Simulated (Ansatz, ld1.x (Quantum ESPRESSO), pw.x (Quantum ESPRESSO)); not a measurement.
From atom to crystal: RRKJ potential for hydrogen (H)

ld1.x (Quantum ESPRESSO) 7.5 input, shortened:

```
&input
   title='H', zed=1., rel=1, dft='PBE', iswitch=3,
   config='1s1 2p-2'
 /
 &inputp
   pseudotype=2, tm=.false., lloc=0,
   nlcc=.false.
 /
2
2P  2  1  -2.00   0.45  1.20  1.20  0.0
1S  1  0   1.00   0.00  1.50  1.50  0.0
 &test
   configts(1)='1s1'
 /
```

Atomic tests: cutoffs needed: 18 Ry and 30 Ry (the cutoffs (Ry, on a coarse ladder) from which the occupation-weighted sum of valence levels, in a spherical-Bessel basis at the reference potential, stays within 10 and 1 mRy of its value at 400 Ry); ghost test: no extra level below or beside the all-electron valence levels (p, s, d, f tested) (spherical-Bessel basis up to 400 Ry, 20 bohr box).

Crystal test: sc H in pw.x 7.5, no spin, 18³ k-points, Fermi–Dirac smearing 0.01 Ry, cutoffs 40/160 Ry. The reference is all-electron LAPW (Ansatz 0.2.0) with the same functional, mesh and smearing; V0 and B0 come from Birch–Murnaghan fits to the pressures at five volumes. Errors are pseudo minus all-electron; Δ is the rms difference of the E(V) curves that follow from these fits, minima aligned, over ±6 % about the mean V0. Mesh and smearing are coarse, so the numbers serve the comparison and aren't converged zero-temperature values; the lattice is a test structure that the element need not adopt.

```
V (Å³/atom)  P all-electron (GPa)  P pseudo (GPa)
      2.904                  6.98            8.87
      2.981                  3.90            5.67
      3.057                  1.13            2.79
      3.133                 -1.36            0.20
      3.210                 -3.61           -2.13
```

All-electron: a0 = 1.457 Å (V0 = 3.09 Å³/atom), B0 = 101.5 GPa.

Pseudopotential: mean pressure error (GPa): +1.67; a0 (Å): 1.464; a0 error (%): +0.53; B0 error (%): -1.3; Δ (meV/atom): 1.1. The largest radius (1.50 bohr) exceeds half the bond length (1.37 bohr), so the spheres overlap, which is one possible source of error among others. This is a poor potential for the solid.

Q: At the middle volume, how do free energy and pressure move when the wave cutoff is lowered (ecutrho kept at four times it)?

A:

| cutoff (Ry) | shift of F (meV/atom) | shift of P (GPa) |
| --- | --- | --- |
| 18 | +84.3 | -10.93 |
| 24 | +20.3 | -4.53 |
| 32 | +1.2 | -0.59 |

The run at the middle volume (220 k-points, 5 iterations) took about 1 s on one core of a shared host (Neoverse-V1, 64 threads, 503 GiB, load 13).
